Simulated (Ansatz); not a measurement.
BeS (zincblende), relaxed with r2SCAN in the PAW code Ansatz: the symmetry is F-43m (No. 216, cubic); conventional cell a = 4.869 Å, 14.43 Å³ an atom. Around Be lie 4 S at 2.11 Å; around S lie 4 Be at 2.11 Å. It was then strained (isotropic on every length). Unstrained, HSE06 gives 4.085 eV (Γ → X, 6×6×6 mesh), and the band edges keep their places in every row. Stress is positive in compression. The values are computed, spin-unpolarised, and not measurements.

```tsv
strain (%)	ln(V/V₀)	ΔE_g, HSE06 (eV)	Δpressure, r2SCAN (GPa)
-3.0	-0.0914	-0.227	+10.57
-2.0	-0.0606	-0.145	+6.62
-1.61	-0.0487	-0.115	+5.20
+2.0	+0.0594	+0.124	-5.18
+3.0	+0.0887	+0.179	-7.31
+4.0	+0.1177	+0.229	-9.19
```

**Fit ΔE_g = a x + b x² to these rows by least squares, with x = ln(V/V₀).** The normal equations take Σx² = 3.965e-02, Σx³ = 1.436e-03, Σx⁴ = 3.552e-04, ΣxΔE = 8.533e-02 and Σx²ΔE = 2.317e-03, and give a = +2.24 eV, b = -2.6 eV; the largest residual is 0.000 eV. a is the volume deformation potential of this gap.

**Fit the change of pressure in the same way.** Δpressure = -98.8 x + (179) x² GPa. So B₀ = 98.8 GPa and B′ ≈ 2 × 179/98.8 = 3.6; two terms over so wide a range bias B₀ by a few per cent and B′ by more; the gap's pressure coefficient at zero is −a/B₀ = -23 meV/GPa, with HSE06's a and r2SCAN's B₀.

**Predict the withheld row at -1.0 % (x = -0.0302).** ΔE_g ≈ +2.24 × (-0.0302) + (-2.6) × (-0.0302)² = -0.070 eV, and Δpressure ≈ +3.15 GPa. The runs give -0.070 eV and +3.11 GPa, off by 0.000 eV and -0.04 GPa.

The meshes of the hybrids are coarse, so their gaps aren't converged to the digits shown.
